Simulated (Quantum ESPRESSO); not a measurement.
Crystal: BeS.

```
CELL_PARAMETERS angstrom
0.00000 2.42500 2.42500
2.42500 0.00000 2.42500
2.42500 2.42500 0.00000
ATOMIC_POSITIONS crystal
S 0.75000 0.75000 0.75000
Be 0.00000 0.00000 0.00000
```

Program: Quantum ESPRESSO 7.5. Alike in all runs: task dielectric tensor; no spin polarisation; cell as given; k mesh 6 × 6 × 6, shifted; cutoff (eV) 612; smearing fermi-dirac 0.05 eV.

**Question.** Order these runs on this cell by their pressure, lowest first.
A. level PBE; potentials or basis GBRV 1.5 PBE
B. level WC; potentials or basis GBRV 1.5 PBE
C. level BLYP; potentials or basis GBRV 1.5 PBE
D. level LDA; potentials or basis GBRV 1.5 LDA; form of the LDA correlation PZ81

**Answer.** D (-3.2 GPa), B (-0.1 GPa), A (1.6 GPa), C (5.0 GPa).

Caveats: the potentials were made for another functional, which shifts forces and pressure (some runs); the cell is more than 3 GPa from zero pressure, which shifts response properties (some runs).
